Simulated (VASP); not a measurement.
Set up this calculation in VASP 6.6.1, as the native input.

```
Task                   : dielectric tensor
Functional             : PBE
Potentials or basis    : VASP PAW PBE potentials, release 64 (Zn, S)
Cutoff                 : 520 eV
k mesh                 : 8 × 8 × 2
Occupations            : gaussian, width 0.02 eV
Spin                   : no spin polarisation
Ladder                 : gaps
Further INCAR settings : ALGO = Normal; EDIFF = 1e-08
```

The structure of ZnS (Wurtzite-6H) lies in POSCAR:

```
ZnS
1.0
    3.8120000000      0.0000000000      0.0000000000
   -1.9060000000      3.3012888392      0.0000000000
    0.0000000000      0.0000000000     18.6899900000
Zn S
6 6
Direct
    0.3333333333      0.6666666667      0.8333300000
    0.6666666667      0.3333333333      0.3333300000
    0.6666666667      0.3333333333      0.6666700000
    0.3333333333      0.6666666667      0.1666700000
    0.0000000000      0.0000000000      0.5000000000
    0.0000000000      0.0000000000      0.0000000000
    0.3333333333      0.6666666667      0.9583300000
    0.6666666667      0.3333333333      0.4583300000
    0.6666666667      0.3333333333      0.7916700000
    0.3333333333      0.6666666667      0.2916700000
    0.0000000000      0.0000000000      0.6250000000
    0.0000000000      0.0000000000      0.1250000000
```

One way to write it, as run:

INCAR

```
SYSTEM = ZnS
PREC     = Accurate       ! precision mode
ENCUT    = 520            ! plane-wave cutoff, eV
EDIFF    = 1E-8           ! SCF threshold, eV
ISMEAR   = 0              ! smearing method
SIGMA    = 0.02           ! smearing width, eV
LREAL    = .False.        ! projectors in reciprocal space
LASPH    = .True.         ! aspherical terms in the spheres
NELM     = 100            ! most SCF steps
ALGO     = Normal         ! electronic algorithm
ISIF     = 2              ! what is computed and relaxed
LWAVE    = .False.        ! write WAVECAR
LCHARG   = .False.        ! write CHGCAR
GGA      = PE             ! functional
LEPSILON = .True.         ! dielectric tensor by DFPT
KPAR     = 4
```

KPOINTS

```
regular mesh
0
Gamma
  8 8 2
  0 0 0
```

Potentials or basis: VASP PAW PBE potentials, release 64 (Zn, S).

Run with:

```console
$ cat potpaw_PBE.64/Zn/POTCAR potpaw_PBE.64/S/POTCAR > POTCAR
$ mpirun -np 4 vasp_std > vasp.out
```

It gave:

* Band gap on the k mesh: 2.17 eV, direct
* Electronic dielectric tensor (diagonal): 5.93, 5.93, 5.91
* Born charges (mean of the diagonal): Zn +2.01, +1.99; S -1.99 e

Wall time 15 min on 4 MPI ranks on Intel(R) Xeon(R) 6975P-C (Granite Rapids), with other jobs on the host, peak memory 1.4 GiB a rank.
